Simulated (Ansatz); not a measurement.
# F started on a Li site in rocksalt LiF, 64 atoms, charge 0

All numbers come from Ansatz (PAW, plane waves, no spin–orbit coupling) at the single k point (¼, ¼, ¼) without its symmetry partners. The atoms were relaxed with PBEsol in a fixed cell; other functionals are single points on those atoms unless said otherwise. The valence top and gap of the host come from its small cell on a dense mesh, with the band extrema sought between the mesh points, lined up by the mean potential, PBEsol gap 9.05 eV, HSE06 gap 11.54 eV.

Cell: a = 8.015 Å, b = 8.015 Å, c = 8.015 Å, α = 90.00°, β = 90.00°, γ = 90.00°.

Nearest atoms after relaxation, from the placed atom (for vacancies from the middle of the vacant sites): F at 2.08 Å, F at 2.08 Å, F at 2.08 Å, F at 2.08 Å, F at 2.27 Å, F at 2.27 Å, Li at 2.82 Å, Li at 2.82 Å.

Chemical potentials μ are those of reference phases of the elements at zero temperature by the same functional (the usual solids, diamond for C, grey Sn, and the molecules H2, N2, O2, F2, Cl2, Br2 and S8).

| functional | E(defect) − E(host) − Σ nμ + q·E_VBM (eV) | monopole (eV) | alignment (eV) | formation energy at E_F = VBM (eV) | moment (μB) | wall time, shared host |
| --- | --- | --- | --- | --- | --- | --- |
| PBEsol | 7.82 | 0.00 | 0.00 | 7.82 | 2.0 | 7.2 s on NVIDIA GB200 (relaxation) |

(1) Estimate the formation energy and moment that HSE06 gives on these atoms.

HSE06 one-electron levels near the gap (the ten most localised at most), from the host's valence top:

```tsv
level (eV)	spin	filling	atoms sharing it	element of the atom with most weight
-0.24	up	1.00	21.2	spread
-0.13	up	1.00	18.4	F
-0.03	up	1.00	21.6	spread
0.03	down	1.00	21.9	spread
0.04	up	1.00	20.9	spread
0.10	down	1.00	21.3	spread
0.19	up	1.00	5.1	F
0.32	down	1.00	4.7	F
2.75	down	0.00	3.1	F
2.77	down	0.00	3.0	F
```

All elements are taken at their own reference at once; growth conditions in equilibrium with the host shift these energies, by up to the host's formation enthalpy.

One k point and a cell of this size can leave errors of several tenths of an eV in such numbers.

## Answers

(1) 8.89 eV at E_F = VBM, moment 2.0 μB.
